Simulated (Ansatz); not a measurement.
## Sr under pressure: fit and missing row

Sr, Fm-3m, a = 6.026 Å. Ansatz: PBE, PAW, 420 eV, Γ-centred 12×12×12 mesh on 1 atom, Gaussian smearing 0.10 eV; no spin polarisation. The cell is relaxed at each pressure, and no other structure is tried, so the rows at high pressure may lie past a change of phase.

| V (Å³/atom) | P (GPa) |
| --- | --- |
| 15.133 | 90.00 |
| 19.533 | 50.00 |
| 26.238 | 25.00 |
| 33.791 | 12.00 |
| 43.486 | ? |
| 50.582 | 1.05 |
| 54.695 | 0.01 |
| 60.217 | -0.94 |

Take V0 = 54.695 Å³/atom, count pressures from its P0 = 0.01 GPa, fit the third-order Birch–Murnaghan form to the other rows, and predict the missing pressure.

With the Eulerian strain f = ½[(V0/V)^(2/3) − 1] and y = (P − P0)/[3f(1 + 2f)^(5/2)], the form is the line y = B0 + 1.5 B0 (B0′ − 4) f. Rows (f, y): 0.67757, 5.20; 0.49332, 6.07; 0.31592, 7.75; 0.18929, 9.46; 0.02675, 11.38; -0.03105, 11.97. Means f = 0.2786, y = 8.6383; Σ(Δf)² = 0.3740, ΣΔfΔy = -3.752; the slope is their ratio. y = 11.43 − 10.03 f GPa, so B0 = 11.4 GPa and B0′ = 4 + 2 × (-10.03)/(3 × 11.43) = 3.41. At V = 43.486, f = 0.08260, y = 10.602 and P = 3.86 GPa. The run gave 4.04 GPa, so the fit is 0.18 GPa too low, within the rms miss on the fitted rows (4.29 GPa): the form describes this series only roughly.

The mesh isn't the same in all rows (12×12×12, 14×14×14, 16×16×16, 18×18×18).